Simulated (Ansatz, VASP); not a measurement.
## One calculation of Mo, two programs

```xyz
6
Lattice="4.4695 0.0000 0.0000 -2.2348 3.8707 0.0000 0.0000 0.0000 18.5617" Properties=species:S:1:pos:R:3 pbc="T T T"
Mo    2.2348    1.2902    7.0000
Mo    0.0000    2.5805    7.9123
Mo    0.0000    0.0000    8.8247
Mo    2.2348    1.2902    9.6559
Mo    0.0000    2.5805   10.4685
Mo    0.0000    0.0000   11.2594
```

Alike in both runs: functional PBE; k mesh 9 × 9 × 1; occupations gaussian, width 0.1 eV; no spin polarisation.

Ansatz relaxed the structure, and its values are those at the end. VASP's run is a single point on that final structure, the one shown.

```csv
,VASP,Ansatz
version,VASP 6.6.1,Ansatz 0.2.0
potentials or method,"VASP PAW PBE potentials, release 64 (Mo_sv)","scalar-relativistic, plane waves, PAW"
plane-wave cutoff (eV),520,420
valence electrons in the cell,84,84
```

|  | VASP | Ansatz | Ansatz less VASP |
| --- | --- | --- | --- |
| gap on the k mesh at the Fermi level (eV) | none | none | - |
| rms of the force components (eV/Å) | 0.492 | 0.489 | -0.0033 |

A gap of «none» marks a metal or a gap that the smearing closes. Ansatz warned: «xc_potential_rough_in_thin_density».
